## The question

If a plane of atoms is pushed aside and its energy rises as a perfect parabola, do its bonds behave like ideal springs? The case here is a single layer of MoTe₂, in which a plane of Mo lies midway between two planes of Te. Each Mo atom has three Te neighbours below and three above. The Te atoms are held fixed while Mo moves along the layer normal, towards one Te plane and away from the other.

MoTe₂ monolayer with the Mo plane moved along the layer normal, all else fixed, computed with Ansatz 0.2.0 (plane-wave PAW, scalar-relativistic LDA, no spin polarisation, 420 eV cutoff, 12×12×2 k mesh, 0.05 eV Gaussian smearing). Energies are free energies relative to the undisturbed cell, which was not relaxed at this level; pressure is positive in compression.

| displacement (Å) | energy change (eV a cell) | force along direction (eV/Å summed over the moved atoms) | pressure (GPa) | gap on mesh (eV) |
| --- | --- | --- | --- | --- |
| -0.2 | 0.411 | 4.094 | -0.93 | 0.870 |
| -0.1 | 0.103 | 2.060 | -1.57 | 1.053 |
| 0 | 0.000 | 0.000 | -1.79 | 1.043 |
| 0.025 | 0.006 | -0.515 | -1.78 | 1.044 |
| 0.05 | 0.026 | -1.030 | -1.74 | 1.046 |
| 0.075 | 0.058 | -1.545 | -1.67 | 1.049 |
| 0.125 | 0.161 | -2.573 | -1.45 | 1.058 |
| 0.15 | 0.232 | -3.085 | -1.30 | 1.064 |
| 0.175 | 0.315 | -3.593 | -1.13 | 0.978 |

The restoring force is very nearly proportional to the displacement $x$. Force divided by displacement stays between 20.47 and 20.6 eV/Å² in every displaced row. The energy change therefore follows $E=\tfrac12 kx^2$ closely, with $k$ the stiffness of the whole Mo plane per cell.

## Two explanations

The first explanation is the tempting one: each Mo–Te bond is a linear spring, so six of them together give a parabola. The second says that each bond is far from linear, hard to squeeze and easy to stretch. The two Te planes then answer unequally, but their departures from linearity nearly cancel in the force on Mo.

The energy can't settle the matter. At −0.2 Å the calculation gives 0.411 eV. Linear springs, with their constant fitted to the force on Mo in all rows, also give 0.411 eV, while the anharmonic bonds described below give 0.409 eV. The simpler picture matches slightly better, but it was fitted to the very force whose integral is this energy.

## Look at the two sides separately

The same calculation also gives the force on each Te atom. Take the row at −0.2 Å, where Mo has moved down. Relative to the undisturbed layer, the lower Te is pushed down by 2.58 eV/Å and the upper Te is pulled down by only 1.51 eV/Å. Their sum, 4.09 eV/Å, is the upward force on Mo in the table.

At 0.175 Å the roles are exchanged. Mo has moved up, and now the upper side is squeezed and responds with 2.21 eV/Å, against 1.38 eV/Å on the stretched lower side. The squeezed side responds more strongly in every displaced row, so the inequality belongs to squeezing and not to one particular Te plane.

Linear springs get this backwards. At −0.2 Å they give 1.86 eV/Å on the squeezed side and 2.25 eV/Å on the stretched side. The reason is geometry: a bond that lengthens here also turns towards the layer normal, so more of its pull acts along the motion. A bond that shortens lies flatter and loses leverage.

The real response must overcome this geometric effect and reverse it. Ordinary bonding offers a likely cause. When two atoms are pressed together, the repulsion between their filled shells rises steeply; when they are drawn apart, the overlap that binds them fades and the pull grows ever more slowly. That the asymmetry sits mainly in the Mo–Te bonds is an inference, supported by the fact that all Mo–Mo and Te–Te distances within the layer stay fixed.

## Why the parabola survives

The cancellation follows from the mirror plane through Mo. Write the force change on the lower Te as

$$f_{\text{low}}(x)=k_1x+k_2x^2+k_3x^3 .$$

A negative $k_2$ means that a Te plane responds more strongly when its bonds are squeezed than when they are stretched. Reflecting the layer exchanges the two Te planes and reverses both the displacement and the direction of force. The upper Te must therefore feel

$$f_{\text{up}}(x)=-f_{\text{low}}(-x)=k_1x-k_2x^2+k_3x^3 .$$

The forces in the cell add to zero, so the force on Mo is

$$F=-(f_{\text{low}}+f_{\text{up}})=-2k_1x-2k_3x^3 .$$

The large quadratic term has gone, however strongly the single bonds bend away from a straight line. Symmetry doesn't remove $k_3$. That this term is also small over the present range is a result of the calculation, and the mirror alone doesn't explain it.

## A bond law and one estimate

A simple law with the right shape gives the pull $T$ of one bond when its length changes by $d$:

$$T(d)=\frac{K}{a}\left(e^{-ad}-e^{-2ad}\right).$$

This is the force of a Morse bond. $K$ is its stiffness at the starting length, and $a$ sets how quickly it softens on stretching. Both were fitted to the force changes on the lower Te alone, which gave $K=7.83$ eV/Å² and $a=1.81$ Å⁻¹. They are effective constants of this picture, not measured properties of a bond.

Now estimate the change in the force on the upper Te at −0.2 Å, which took no part in the fit. The starting bond length is 2.726 Å and the cell edge is 3.56 Å, so Mo starts at a vertical distance

$$h=\sqrt{2.726^2-(3.56/\sqrt3)^2}=1.79\ \text{Å}$$

from each Te plane. After the shift this distance is 1.99 Å on the upper side, and each bond is longer by 0.135 Å, hence 2.861 Å. One bond pulls with

$$T=\frac{7.83}{1.81}\left(e^{-0.245}-e^{-0.490}\right)\approx0.74\ \text{eV/Å}.$$

Only the part along the normal counts, and there are three bonds:

$$3\times0.74\times\frac{1.99}{2.861}\approx1.5\ \text{eV/Å}.$$

The calculation gives 1.51 eV/Å. The test is a modest one, because the mirror makes the upper Te follow the same curve as the lower one with the displacement reversed. It does show that one bond law can describe both sides and, through their sum, the force on Mo. The printed analysis after this text compares both models row by row.

## What the pressure adds

The pressure column can separate the two explanations even without the forces on Te. Whenever Mo leaves the middle, the squeezed bonds push their Te plane outwards and the stretched bonds pull theirs inwards. In the force on Mo these actions add; in the pressure they compete. What cancels in the first is therefore laid bare in the second.

Linear springs predict a fall in pressure. At −0.2 Å the short bonds lose 0.127 Å and the long ones gain 0.135 Å, so the average bond is slightly stretched. The long bonds also count for more, because a bond enters the pressure as its force times its length. Both effects favour the pull over the push. The calculation shows the opposite: the pressure rises by 0.86 GPa in this row, and it rises in every other displaced row too. The hard push of the squeezed bonds outweighs the softer pull of the stretched ones. This isn't fully independent evidence, because the stress along the normal follows from the forces on the atoms and their heights. Only the in-plane part of the pressure is new.

The anharmonic law has the right sign but overshoots, with a rise of 1.3 GPa at −0.2 Å, about half as much again as the calculated one. The fault lies mainly in the plane of the layer, where the stress changes by 0.84 GPa and the model gives 1.5 GPa. Forces that depend on bond angles, or on how the electrons rearrange, are plausible missing parts, but neither was tested. The numbers thus rule out linear Mo–Te springs acting alone, without proving that independent Morse bonds are the whole story.

## What the starting layer allows

The undisturbed layer is not at rest in this LDA calculation. Each Te atom is pulled inwards by 0.42 eV/Å, while the force on Mo vanishes only because the mirror demands it. The layer is also under tension in its own plane. The stiffness therefore belongs to this particular thickness and cell edge, and shouldn't be taken as that of the relaxed layer. Both bond models leave out this starting tension and describe changes only. The LDA calculation also used PAW datasets made for PBE, a further reason not to read the stiffness too finely. The pressure is an average over a cell that is mostly vacuum, so its sign and its changes are useful here, but its size is not the pressure inside the material.

The gap needs a separate reading. It falls by 0.086 eV between 0.15 and 0.175 Å, while energy and force continue smoothly. A gap depends on just two band edges, whereas the energy collects all occupied states, so a different state taking over as a band edge can bend the first without disturbing the second. That is the likely reason for the drop, though the states involved have not been identified. The k mesh can miss the true band edges, and spin–orbit coupling, left out here, is expected to shift them, so the displacement at which the gap turns down is only approximate.

## How to use the result

A parabola measures the stiffness of a motion, not the character of the bonds behind it. For a similar displacement, first ask whether a symmetry operation turns the shift into its reverse. If it does, the energy must be the same on both sides, and strongly anharmonic bonds can hide behind a smooth parabola. If it doesn't, nothing forces the quadratic term in the force to cancel, and the energy curve can become lopsided. For a practical judgement of anharmonicity, look at the stress or at the forces on the neighbours as well as at the energy.

Numerical output:

```
fit of force_along_direction on 9 rows: coefficient of geo 7.953 +/- 0.0036; rms 0.00315, worst -0.2 0.00747, leave-one-out rms 0.00425
fit of dlow on 9 rows: coefficient of 3*(exp(-s*xl) - exp(-2*s*xl))/s*zl/rl 7.833 +/- 0.019, s 1.812; rms 0.00772, worst -0.1 0.0172, leave-one-out rms 0.0239
Changes from the undisturbed cell (forces in eV/Å and pressure in GPa):
    row  lower Te  lower springs  lower anharmonic  upper Te  upper springs  upper anharmonic  pressure  pressure springs  pressure anharmonic
   -0.2     -2.58         -1.855            -2.586    -1.514         -2.247            -1.535      0.86           -0.3791                1.295
   -0.1    -1.168        -0.9795            -1.151   -0.8917         -1.078           -0.8858      0.22          -0.09481               0.3239
    0.0         0              0                 0         0              0                 0         0                 0                    0
  0.025    0.2487         0.2604            0.2453    0.2663         0.2543            0.2619      0.01         -0.005927              0.02024
   0.05    0.4802         0.5269            0.4744    0.5499         0.5024            0.5407      0.05          -0.02371              0.08098
  0.075    0.6944         0.7993            0.6877    0.8506         0.7442            0.8369      0.12          -0.05334               0.1822
  0.125     1.072          1.362             1.069     1.501          1.208             1.482      0.34           -0.1481                0.506
   0.15     1.236          1.651             1.238     1.849           1.43             1.832      0.49           -0.2133               0.7286
  0.175     1.383          1.946             1.393     2.209          1.646               2.2      0.66           -0.2903               0.9916
Largest force per displacement (eV/Å²): 20.6
Smallest force per displacement (eV/Å²): 20.47
Change of the three short bonds at -0.2 Å (Å): -0.127
Change of the three long bonds at -0.2 Å (Å): 0.1354
Energy at -0.2 Å from linear springs (eV): 0.411
Energy at -0.2 Å from anharmonic bonds (eV): 0.4089
Force on Mo at -0.2 Å from anharmonic bonds (eV/Å): 4.121
Force change on squeezed side over stretched side at -0.2 Å, computed: 1.704
The same ratio from linear springs: 0.8254
In-plane stress change at -0.2 Å, computed (GPa): 0.8446
In-plane stress change at -0.2 Å, anharmonic bonds (GPa): 1.503
Gap change from 0.15 to 0.175 Å (eV): -0.086
```
